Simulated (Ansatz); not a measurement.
## Energy over volume and axial ratio for RuO2 (rutile)

RuO₂ (rutile)

```yaml
crystal:
  lattice:
    - [4.46614, 0.00000, 0.00000]
    - [0.00000, 4.46614, 0.00000]
    - [0.00000, 0.00000, 3.09186]
  atoms:
    - { symbol: Ru, position: [0.00000, 0.00000, 0.00000] }
    - { symbol: Ru, position: [0.50000, 0.50000, 0.50000] }
    - { symbol: O, position: [0.30608, 0.30608, 0.00000] }
    - { symbol: O, position: [0.80608, 0.19392, 0.50000] }
    - { symbol: O, position: [0.19392, 0.80608, 0.50000] }
    - { symbol: O, position: [0.69392, 0.69392, 0.00000] }
```

Grid over V/V₀ and (c/a)/(c/a)₀, subscript 0 meaning the relaxed cell; the conventional c axis lies along z; no internal relaxation.

Calculation: PBEsol (plane waves to 420 eV, PAW, scalar-relativistic; Ansatz, a program for electronic structure). k mesh 11×11×15 (Γ-centred), Fermi-Dirac smearing 0.05 eV. E stands for the smeared free energy. Compression counts positive. As the atoms are clamped, bonds stretch with the cell, which overstates energies and stresses. With partly filled bands, the response to shear is sensitive to the k mesh, so small differences along c/a are uncertain. RuO2 is run without spin polarisation and with no Hubbard U. RuO2 was relaxed with its symmetry unable to fall. The zero of ΔE is the relaxed starting cell.

ΔE (meV/atom), with V/V₀ across and (c/a)/(c/a)₀ down:

```
(c/a)/(c/a)₀ \ V/V₀  0.960  0.980  1.000  1.020  1.040
-------------------  -----  -----  -----  -----  -----
0.920                   82     61     49     46     49
0.960                   36     20     12     13     20
1.000                   16      4      0      4     14
1.040                   23     14     12     18     30
1.080                   56     47     47     53     66
```

σzz − σxx (GPa), with V/V₀ across and (c/a)/(c/a)₀ down:

```tsv
(c/a)/(c/a)₀ \ V/V₀	0.960	0.980	1.000	1.020	1.040
0.920	32.2	28.7	25.6	22.7	20.1
0.960	19.5	16.6	14.0	11.7	9.6
1.000	3.7	1.7	0.0	-1.5	-2.9
1.040	-12.7	-13.6	-14.4	-15.0	-15.6
1.080	-28.9	-28.7	-28.4	-28.1	-27.8
```

Key numbers:

| Item | Value |
|---|---|
| Lowest place on the grid | V/V₀ = 1.000, (c/a)/(c/a)₀ = 1.000 (0 meV/atom) |
| Highest place on the grid | V/V₀ = 0.960, (c/a)/(c/a)₀ = 0.920 (82 meV/atom) |

(A scan under strain: stresses follow from slopes of the energy per volume, elastic moduli from its curvatures.)
